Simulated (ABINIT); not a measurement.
Crystal: SnTe.

```xyz
2
Lattice="0.0000 3.1509 3.1509 3.1509 0.0000 3.1509 3.1509 3.1509 0.0000" Properties=species:S:1:pos:R:3 pbc="T T T"
Te    3.1509    3.1509    3.1509
Sn    0.0000    0.0000    0.0000
```

Base run:

| Property | Result |
| --- | --- |
| Program | ABINIT 10.8.3 (patched build) |
| Functional | PBE |
| Potentials or basis | PseudoDojo NC SR PBE v0.4.1 standard |
| Cutoff | 952 eV |
| k mesh | 5 × 5 × 5 |
| Occupations | fermi-dirac, width 0.05 eV |
| Spin | no spin polarisation |

Its results: pressure 2.1 GPa.

Task: The run is repeated on the same cell with these changes: functional from PBE to PBEsol; potentials or basis from PseudoDojo NC SR PBE v0.4.1 standard to PseudoDojo NC SR PBEsol v0.4.1 standard; cutoff from 952 eV to 925 eV. What comes out?

Result: Pressure -0.7 GPa.

Caveats: the cutoff is short for stress, so the pressure is rough (some runs).
